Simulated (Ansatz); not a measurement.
The system is Al3Cu2.

```
CELL_PARAMETERS angstrom
4.09195 0.00000 0.00000
-2.04598 3.54373 0.00000
0.00000 0.00000 4.99278
ATOMIC_POSITIONS crystal
Cu 0.66667 0.33333 0.16049
Cu 0.33333 0.66667 0.83951
Al 0.66667 0.33333 0.65007
Al 0.33333 0.66667 0.34993
Al 0.00000 0.00000 0.00000
```

The cell comes from a database or a generator and needn't be the stable form of this composition.

- Program: Ansatz 0.2.0
- Task: single point
- Functional: PBEsol
- Potentials or basis: Ansatz PAW
- Cutoff: 420 eV (not typed: the program's choice for these potentials)
- k mesh: 8 × 8 × 6
- Occupations: fermi-dirac, width 0.05 eV
- Spin: no spin polarisation

On this cell: pressure 0.2 GPa; largest force 0.064 eV/Å; band gap on the k mesh none (metal or under the smearing width).

The same run follows on a disturbed copy (atoms moved at random, drawn with an rms of 0.05 Å):

```
Cu Al
1.0
     4.09195    0.00000    0.00000
    -2.04598    3.54373    0.00000
     0.00000    0.00000    4.99278
Cu Al
2 3
Cartesian
  2.0618 1.1759 0.8372
  -0.0129 2.3514 4.1992
  2.0399 1.1443 3.2696
  0.0432 2.3506 1.7494
  0.0641 0.0175 -0.0010
```

Task: What changes?

Result: The energy (extrapolated to zero smearing) moves by +6.0 meV/atom; pressure 0.4 GPa; largest force 0.581 eV/Å; band gap on the k mesh none (metal or under the smearing width).

Forces on the atoms (eV/Å):
```
Cu   0.264  0.076 -0.185
Cu   0.246  0.003  0.045
Al   0.124  0.154 -0.076
Al  -0.112  0.013  0.140
Al  -0.521 -0.246  0.075
```

Stress tensor (GPa, compression positive):
```
 0.29 -0.48 -0.02
-0.48  0.68  0.00
-0.02  0.00  0.31
```

Caveats: the PAW data sets come from PBE, with cores solved anew for the run's functional, which leaves a small shift of forces and pressure.
